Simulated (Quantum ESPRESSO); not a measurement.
# FeO (Fm-3m) in Quantum ESPRESSO: a series of runs, part 4 of 4

Quantum ESPRESSO 7.5. Earlier steps stand in the parts before.

## (6) Phonons, PBE, collinear spin, ferromagnetic start

Contents of pw.in:

```
&CONTROL
  calculation = 'scf'
  prefix = 'pwscf'
  outdir = './tmp'
  pseudo_dir = './pseudo'
  tprnfor = .true.
  tstress = .true.
  disk_io = 'low'
/
&SYSTEM
  ibrav = 0
  nat = 2
  ntyp = 2
  ecutwfc = 56
  ecutrho = 448
  nbnd = 21
  occupations = 'smearing'
  smearing = 'fd'
  degauss = 0.00367493
  nspin = 2
  starting_magnetization(1) = 0.1875
  starting_magnetization(2) = 0
/
&ELECTRONS
  conv_thr = 4d-10
  electron_maxstep = 120
  mixing_beta = 0.3
/
ATOMIC_SPECIES
Fe    55.8450 fe_pbe_v1.5.uspp.F.UPF
O     15.9990 o_pbe_v1.2.uspp.F.UPF
CELL_PARAMETERS bohr
   0.0000000000    4.0731159914    4.0731159914
   4.0731159914    0.0000000000    4.0731159914
   4.0731159914    4.0731159914    0.0000000000
ATOMIC_POSITIONS bohr
Fe     0.0000000000    0.0000000000    0.0000000000
O      4.0731159914    4.0731159914    4.0731159914
K_POINTS automatic
6 6 6 1 1 1
```

Contents of scf2.in:

```
&CONTROL
  calculation = 'scf'
  prefix = 'pwscf'
  outdir = './tmp'
  pseudo_dir = './pseudo'
  tprnfor = .true.
  tstress = .true.
  disk_io = 'low'
/
&SYSTEM
  ibrav = 0
  nat = 2
  ntyp = 2
  ecutwfc = 56
  ecutrho = 448
  nbnd = 21
  occupations = 'smearing'
  smearing = 'fd'
  degauss = 0.00367493
  nspin = 2
  starting_magnetization(1) = 0.1875
  starting_magnetization(2) = 0
/
&ELECTRONS
  conv_thr = 1d-13
  electron_maxstep = 120
  mixing_beta = 0.3
  startingpot = 'file'
  startingwfc = 'file'
/
ATOMIC_SPECIES
Fe    55.8450 fe_pbe_v1.5.uspp.F.UPF
O     15.9990 o_pbe_v1.2.uspp.F.UPF
CELL_PARAMETERS bohr
   0.0000000000    4.0731159914    4.0731159914
   4.0731159914    0.0000000000    4.0731159914
   4.0731159914    4.0731159914    0.0000000000
ATOMIC_POSITIONS bohr
Fe     0.0000000000    0.0000000000    0.0000000000
O      4.0731159914    4.0731159914    4.0731159914
K_POINTS automatic
6 6 6 1 1 1
```

Contents of ph.in:

```
phonons of FeO
&INPUTPH
  prefix = 'pwscf'
  outdir = './tmp'
  tr2_ph = 1d-18
  fildyn = 'dyn'
  niter_ph = 90
  alpha_mix(1) = 0.4
/
0.0000000000 0.0000000000 0.0000000000
```

Contents of dynmat.in:

```
&INPUT
  fildyn = 'dyn'
  asr = 'crystal'
  filout = 'dynmat.disp'
  fileig = 'dynmat.eig'
/
```

Potentials or basis: GBRV 1.5 PBE.

Run with:

```bash
$ OMP_NUM_THREADS=1 pw.x -in pw.in > pw.out
$ OMP_NUM_THREADS=1 pw.x -in scf2.in > scf2.out
$ OMP_NUM_THREADS=1 ph.x -in ph.in > ph.out
$ OMP_NUM_THREADS=1 dynmat.x -in dynmat.in > dynmat.out
```

pw.out:

```text
This program is part of the open-source Quantum ESPRESSO suite
     for quantum simulation of materials; please cite
[... 9 lines left out ...]
     --------------------
     sticks:   dense  smooth     PW     G-vecs:    dense   smooth      PW
     Sum        1027     511    163                21595     7727    1411

     Using Slab Decomposition

     bravais-lattice index     =            0
     lattice parameter (alat)  =       5.7603  a.u.
     unit-cell volume          =     135.1482 (a.u.)^3
     number of atoms/cell      =            2
     number of atomic types    =            2
     number of electrons       =        22.00
     number of Kohn-Sham states=           21
     kinetic-energy cutoff     =      56.0000  Ry
     charge density cutoff     =     448.0000  Ry
     scf convergence threshold =      4.0E-10
     mixing beta               =       0.3000
     number of iterations used =            8  plain     mixing
     Exchange-correlation= SLA  PW   PBE  PBE
                           (   1   4   3   4   0   0   0)

     celldm(1)=   5.760256  celldm(2)=   0.000000  celldm(3)=   0.000000
     celldm(4)=   0.000000  celldm(5)=   0.000000  celldm(6)=   0.000000

     crystal axes: (cart. coord. in units of alat)
               a(1) = (   0.000000   0.707107   0.707107 )
               a(2) = (   0.707107   0.000000   0.707107 )
               a(3) = (   0.707107   0.707107   0.000000 )

     reciprocal axes: (cart. coord. in units 2 pi/alat)
               b(1) = ( -0.707107  0.707107  0.707107 )
               b(2) = (  0.707107 -0.707107  0.707107 )
               b(3) = (  0.707107  0.707107 -0.707107 )

     PseudoPot. # 1 for Fe read from file:
[... 377 lines left out ...]
    11.2181  11.3101  11.7970  13.0622  13.8406  19.8465  22.5674  25.0660
    27.4593  34.3823  36.1355  36.8448  40.4130

 ------ SPIN DOWN ----------

          k = 0.0589 0.0589 0.0589 (   944 PWs)   bands (ev):

   -71.1735 -37.3090 -37.3050 -37.3050  -5.7265  10.5610  10.9093  10.9093
    13.8703  13.8703  13.8750  14.9127  14.9127  15.7504  28.8740  32.1454
    32.1454  32.5690  35.8074  35.8074  37.2686
[... 87 lines left out ...]
   -71.1654 -37.3631 -37.3306 -37.3281  -4.5930   7.5184   9.6415   9.8817
    12.6208  15.2699  15.2870  15.3798  15.7120  21.1715  23.7628  26.0753
    29.9173  30.2692  41.2660  41.3860  43.8766

          k =-0.5303 0.1768-0.0589 (   959 PWs)   bands (ev):

   -71.1664 -37.3564 -37.3305 -37.3234  -4.6443   7.4928   9.1844   9.5809
    13.4132  15.1321  15.2402  15.6072  16.2065  21.3579  24.2379  25.4114
    29.1275  31.7180  38.9299  41.9071  43.0836

          k =-0.4125 0.0589 0.0589 (   966 PWs)   bands (ev):
[... 61 lines left out ...]
   -71.1668 -37.3653 -37.3248 -37.3154  -4.5635   6.8067   8.9022   9.2839
    14.7120  14.9056  15.0317  16.4065  17.1350  20.5619  23.7473  25.9938
    28.4099  35.2486  36.8340  37.8169  40.9030

     the Fermi energy is    14.5016 ev

!    total energy              =    -282.63001307 Ry
     estimated scf accuracy    <          1.0E-10 Ry
     smearing contrib. (-TS)   =      -0.00061536 Ry
     internal energy E=F+TS    =    -282.62939771 Ry

     The total energy is F=E-TS. E is the sum of the following terms:
     one-electron contribution =    -136.55517369 Ry
     hartree contribution      =      80.60010935 Ry
     xc contribution           =     -36.64679146 Ry
     ewald contribution        =    -190.02754191 Ry

     total magnetization       =     4.00 Bohr mag/cell
     absolute magnetization    =     4.02 Bohr mag/cell

     convergence has been achieved in  12 iterations

     Forces acting on atoms (cartesian axes, Ry/au):

     atom    1 type  1   force =    -0.00000000    0.00000000   -0.00000000
     atom    2 type  2   force =    -0.00000000   -0.00000000    0.00000000

     Total force =     0.000000     Total SCF correction =     0.000000

     Computing stress (Cartesian axis) and pressure

          total   stress  (Ry/bohr**3)                   (kbar)     P=       -1.97
  -0.00001340  -0.00000000  -0.00000000           -1.97       -0.00       -0.00
  -0.00000000  -0.00001340   0.00000000           -0.00       -1.97        0.00
  -0.00000000   0.00000000  -0.00001340           -0.00        0.00       -1.97

=------------------------------------------------------------------------------=
   JOB DONE.
=------------------------------------------------------------------------------=
```

scf2.out:

```text
This program is part of the open-source Quantum ESPRESSO suite
     for quantum simulation of materials; please cite
[... 9 lines left out ...]
     --------------------
     sticks:   dense  smooth     PW     G-vecs:    dense   smooth      PW
     Sum        1027     511    163                21595     7727    1411
[... 545 lines left out ...]
  -0.00001459  -0.00000000  -0.00000000           -2.15       -0.00       -0.00
  -0.00000000  -0.00001459  -0.00000000           -0.00       -2.15       -0.00
  -0.00000000  -0.00000000  -0.00001459           -0.00       -0.00       -2.15

=------------------------------------------------------------------------------=
   JOB DONE.
=------------------------------------------------------------------------------=
```

It took 6.4 min on 1 thread of Arm Neoverse V2, shared host; peak memory 0.15 GiB.

Results:

```
Free energy                                           : -3845.3772 eV
Pressure                                              : -0.2 GPa
Band gap on the k mesh                                : none (metal or under the smearing width)
Net moment                                            : 4.00 μB per cell
Absolute moment                                       : 4.02 μB per cell
Site moments                                          : Fe +3.46; O +0.32 μB
Valence electrons inside the program's atomic spheres : Fe 13.54; O 5.84
Highest phonon frequency at Γ                         : 249 cm⁻¹
```

Levels at points of the mesh, in eV from the Fermi level:
Spin up:
```tsv
k point	band 11	band 12	band 13	band 14	band 15	band 16
(0.08, 0.08, 0.08)	-3.63	-3.04	-3.04	0.45	13.98	16.64
```
Spin down:
```
           k point  band 6  band 7  band 8  band 9  band 10  band 11  band 12  band 13
(0.08, 0.08, 0.08)   -3.94   -3.59   -3.59   -0.63    -0.63    -0.63     0.41     0.41
```

Phonon frequencies in cm⁻¹ (negative: imaginary):
```tsv
q point	frequencies
(0.000, 0.000, 0.000)	10 10 10 249 249 249
```

Optical modes at Γ, degenerate ones joined:
```
cm⁻¹  components  symmetry  active in
 249           3       T1u         IR
```

Caveat: the k mesh is coarse (spacing up to 0.42 Å⁻¹), so the values aren't converged; the mesh is thin for the phonons of a metal; a cell with one magnetic atom can't hold antiferromagnetic order, which such compounds often take; semilocal functionals often make such compounds metallic where correlation or magnetic order opens a gap, which also shifts bond lengths.

## (7) Phonons, PBE, collinear spin, ferromagnetic start

pw.in, as its differences from that of step 6:

```diff
@@ -39,2 +39,2 @@
 K_POINTS automatic
-6 6 6 1 1 1
+8 8 8 1 1 1
```

scf2.in, as its differences from that of step 6:

```diff
@@ -41,2 +41,2 @@
 K_POINTS automatic
-6 6 6 1 1 1
+8 8 8 1 1 1
```

ph.in is that of step 6.

dynmat.in is that of step 6.

Potentials or basis: GBRV 1.5 PBE.

Run with:

```bash
$ OMP_NUM_THREADS=1 pw.x -in pw.in > pw.out
$ OMP_NUM_THREADS=1 pw.x -in scf2.in > scf2.out
$ OMP_NUM_THREADS=1 ph.x -in ph.in > ph.out
$ OMP_NUM_THREADS=1 dynmat.x -in dynmat.in > dynmat.out
```

pw.out:

```text
This program is part of the open-source Quantum ESPRESSO suite
     for quantum simulation of materials; please cite
         "P. Giannozzi et al., J. Phys.:Condens. Matter 21 395502 (2009);
         "P. Giannozzi et al., J. Phys.:Condens. Matter 29 465901 (2017);
         "P. Giannozzi et al., J. Chem. Phys. 152 154105 (2020);
     in publications or presentations arising from this work. More details at

     Message from routine setup:
     using ibrav=0 with symmetry is DISCOURAGED, use correct ibrav instead

     G-vector sticks info
     --------------------
     sticks:   dense  smooth     PW     G-vecs:    dense   smooth      PW
     Sum        1027     511    163                21595     7727    1459

     Using Slab Decomposition

     bravais-lattice index     =            0
     lattice parameter (alat)  =       5.7603  a.u.
     unit-cell volume          =     135.1482 (a.u.)^3
     number of atoms/cell      =            2
     number of atomic types    =            2
     number of electrons       =        22.00
     number of Kohn-Sham states=           21
     kinetic-energy cutoff     =      56.0000  Ry
     charge density cutoff     =     448.0000  Ry
     scf convergence threshold =      4.0E-10
     mixing beta               =       0.3000
     number of iterations used =            8  plain     mixing
     Exchange-correlation= SLA  PW   PBE  PBE
                           (   1   4   3   4   0   0   0)

     celldm(1)=   5.760256  celldm(2)=   0.000000  celldm(3)=   0.000000
[... 118 lines left out ...]

     Dense  grid:    21595 G-vectors     FFT dimensions: (  40,  40,  40)

     Smooth grid:     7727 G-vectors     FFT dimensions: (  27,  27,  27)

     Check: negative core charge=   -0.000030
     Generating pointlists ...
     new r_m :   0.2917 (alat units)  1.6802 (a.u.) for type    1
     new r_m :   0.2917 (alat units)  1.6802 (a.u.) for type    2

     Initial potential from superposition of free atoms

     starting charge      21.0000, renormalised to      22.0000
     Starting wfcs are   17 randomized atomic wfcs +    4 random wfcs

     Self-consistent Calculation

     iteration #  1     ecut=    56.00 Ry     beta= 0.30
     Davidson diagonalization with overlap
     ethr =  1.00E-02,  avg # of iterations =  5.5

     total energy              =    -282.45485471 Ry
     estimated scf accuracy    <       0.65138993 Ry
[... 104 lines left out ...]
     iteration # 12     ecut=    56.00 Ry     beta= 0.30
     Davidson diagonalization with overlap
     ethr =  1.33E-11,  avg # of iterations =  1.7

     Magnetic moment per site  (integrated on atomic sphere of radius R)
     atom   1 (R=0.292)  charge= 13.5405  magn=  3.4619
     atom   2 (R=0.292)  charge=  5.8361  magn=  0.3203

     End of self-consistent calculation

     Number of k-points >= 100: set verbosity='high' to print the bands.

     the Fermi energy is    14.5106 ev

!    total energy              =    -282.62987880 Ry
     estimated scf accuracy    <          4.8E-11 Ry
     smearing contrib. (-TS)   =      -0.00071683 Ry
     internal energy E=F+TS    =    -282.62916197 Ry

     The total energy is F=E-TS. E is the sum of the following terms:
     one-electron contribution =    -136.55552234 Ry
     hartree contribution      =      80.60085994 Ry
     xc contribution           =     -36.64695766 Ry
     ewald contribution        =    -190.02754191 Ry

     total magnetization       =     4.00 Bohr mag/cell
     absolute magnetization    =     4.02 Bohr mag/cell

     convergence has been achieved in  12 iterations

     Forces acting on atoms (cartesian axes, Ry/au):

     atom    1 type  1   force =     0.00000000    0.00000000    0.00000000
     atom    2 type  2   force =     0.00000000    0.00000000   -0.00000000

     Total force =     0.000000     Total SCF correction =     0.000000

     Computing stress (Cartesian axis) and pressure

          total   stress  (Ry/bohr**3)                   (kbar)     P=       -1.57
  -0.00001066   0.00000000   0.00000000           -1.57        0.00        0.00
   0.00000000  -0.00001066   0.00000000            0.00       -1.57        0.00
   0.00000000   0.00000000  -0.00001066            0.00        0.00       -1.57

=------------------------------------------------------------------------------=
   JOB DONE.
=------------------------------------------------------------------------------=
```

Wall time 13 min (1 thread of Arm Neoverse V2, shared host); peak memory 0.17 GiB.

Results:

* Free energy: -3845.3754 eV
* Pressure: -0.2 GPa
* Band gap on the k mesh: none (metal or under the smearing width)
* Net moment: 4.00 μB per cell
* Absolute moment: 4.02 μB per cell
* Site moments: Fe +3.46; O +0.32 μB
* Valence electrons inside the program's atomic spheres: Fe 13.54; O 5.84
* Highest phonon frequency at Γ: 247 cm⁻¹

Levels at points of the mesh, in eV from the Fermi level:
Spin up:
```csv
k point,band 10,band 11,band 12,band 13,band 14,band 15,band 16,band 17
"(0.06, 0.06, 0.06)",-3.94,-3.70,-3.25,-3.25,0.24,14.40,16.74,16.74
```
Spin down:
```
           k point  band 5  band 6  band 7  band 8  band 9  band 10  band 11  band 12  band 13  band 14
(0.06, 0.06, 0.06)  -20.27   -3.73   -3.52   -3.52   -0.68    -0.68    -0.67     0.31     0.31     1.04
```

Phonon frequencies in cm⁻¹ (negative: imaginary):
| q point | frequencies |
| --- | --- |
| (0.000, 0.000, 0.000) | 10 10 10 247 247 247 |

Optical modes at Γ, degenerate ones joined:
```csv
cm⁻¹,components,symmetry,active in
247,3,T1u,IR
```

Caveat: the k mesh is coarse; the mesh is thin for the phonons of a metal; a cell with one magnetic atom can't hold antiferromagnetic order, which such compounds often take; semilocal functionals often make such compounds metallic where correlation or magnetic order opens a gap, which also shifts bond lengths.

## (8) Summary

```csv
level,cell,k mesh,gap on the mesh (eV),pressure (GPa),moment (μB)
PW91,relaxed,"4 × 4 × 4, shifted",none,0.0,4.00
revPBE,relaxed,"4 × 4 × 4, shifted",none,0.0,4.00
AM05,relaxed,"4 × 4 × 4, shifted",none,0.0,4.00
PBE,as given,"4 × 4 × 4, shifted",none,-0.1,4.00
PBE,as given,"6 × 6 × 6, shifted",none,-0.2,4.00
PBE,as given,"8 × 8 × 8, shifted",none,-0.2,4.00
```

Alike in all rows: task phonons; potentials or basis GBRV 1.5 PBE; spin collinear, ferromagnetic start; cutoff (eV) 762; smearing fermi-dirac 0.05 eV; the mesh is coarse, so values aren't converged.

Caveats: some runs use coarse meshes; the mesh is thin for the phonons of a metal; a cell with one magnetic atom can't hold antiferromagnetic order, which such compounds often take; semilocal functionals often make such compounds metallic where correlation or magnetic order opens a gap, which also shifts bond lengths; the potentials were made for another functional, which shifts forces and pressure (some runs); the acoustic modes lie far from zero, so the frequencies are unreliable (some runs); some modes are imaginary (some runs).

Total energies depend on the potentials used, so only differences within one code and one set of settings carry meaning.

## (9) Comparison with measurements

Step 7. Measured gap of FeO: 2.4 eV (optical; quoted in “W\"ustite: Electric, thermodynamic and optical properties of FeO”, 2012, arxiv:1203.1201). This calculation gives 0.00 eV (-2.40 eV). So large a miss can be the level of theory's own, or it may mean another phase, state or a wrong row. The value is that of PBE on a finite k mesh, which can miss the band edges, without temperature or zero-point motion. Semilocal functionals fall short of measured gaps as a rule. The run's magnetic order (collinear spin, ferromagnetic start) needn't be the measured crystal's.
